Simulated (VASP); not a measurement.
# InAs in VASP: one cell, several levels of theory

An exercise on one series of results from a longer session: the logs are not shown, and one member is left open.

The runs shown are made with VASP 6.6.1. PAW datasets, plane waves. Spin-unpolarised throughout. Whether this structure exists isn't addressed.

## The structure to begin with

The cell comes from an earlier relaxation with r2SCAN in another program.

The symmetry is Fm-3m (No. 225, cubic); conventional cell a = 5.683 Å, 22.94 Å³ an atom. Around In lie 6 As at 2.84 Å; around As lie 6 In at 2.84 Å.

Structure file:

Space group Fm-3m (No. 225). a = 5.683 Å, b = 5.683 Å, c = 5.683 Å, α = 90.00°, β = 90.00°, γ = 90.00°
```json
{"atom": "In", "site": "4a", "symmetry": "m-3m", "x": "0.0000", "y": "0.0000", "z": "0.0000"}
{"atom": "As", "site": "4b", "symmetry": "m-3m", "x": "0.5000", "y": "0.0000", "z": "0.0000"}
```

The first run:

Input file INCAR:

```
ENCUT = 520.000000
SIGMA = 0.020000
EDIFF = 1.00e-07
GGA = PE
PREC = Accurate
IBRION = -1
ISIF = 2
ISMEAR = -1
NBANDS = 16
NELM = 120
NSW = 0
LASPH = .TRUE.
LCHARG = .TRUE.
LELF = .TRUE.
LWAVE = .FALSE.
LREAL = .FALSE.
```

Input file KPOINTS:

```
KPOINTS created by Atomic Simulation Environment
0
Gamma
8 8 8
0 0 0
```

Input file KPOINTS_OPT:

```
special points
7
Reciprocal
0.0000000000 0.0000000000 0.0000000000 1
0.5000000000 0.0000000000 0.5000000000 1
0.5000000000 0.2500000000 0.7500000000 1
0.3750000000 0.3750000000 0.7500000000 1
0.5000000000 0.5000000000 0.5000000000 1
0.6250000000 0.2500000000 0.6250000000 1
0.1875000000 0.1875000000 0.3750000000 1
```

Input file POSCAR:

```
In As
 1.0000000000000000
    -0.0000000000000000    2.8414336897063346    2.8414336897063346
     2.8414336897063346   -0.0000000000000000    2.8414336897063346
     2.8414336897063346    2.8414336897063346   -0.0000000000000000
 In  As
   1   1
Cartesian
 -0.0000000000000000 -0.0000000000000000 -0.0000000000000000
  2.8414336897063341  2.8414336897063341  2.8414336897063341
```

The run uses the recommended PBE PAW datasets (18 valence electrons a neutral cell).

On the command line:

```bash
$ mpirun -np 1 vasp_std
```

Among the steps run: Single point with PBE; r2SCAN at this geometry; Single point with LDA; Single point with PBEsol; PBE+SOC.

One of the session's tables, all rows but one given; the rest of the session is left out.

| level | gap (eV) | Ansatz: gap (eV) |
| --- | --- | --- |
| PBE | -2.73 | -2.72 |
| r2SCAN | -2.82 | -2.81 |
| LDA | -2.75 | -2.74 |
| PBEsol | -2.75 | -2.75 |
| PBE+SOC | ? | ? |

Q: Estimate the row for PBE+SOC from the others.

As computed: gap (eV): -2.61; Ansatz: gap (eV): -2.61. In the column «gap (eV)» it is the highest.

A negative gap is an overlap of bands.

In words: No gap over 0.02 eV opens at any of these levels. Each program uses its own PAW datasets and cutoff. VASP's cell holds 18 valence electrons and Ansatz's 28. LDA means the Perdew–Zunger form in VASP and the Perdew–Wang form in Ansatz.
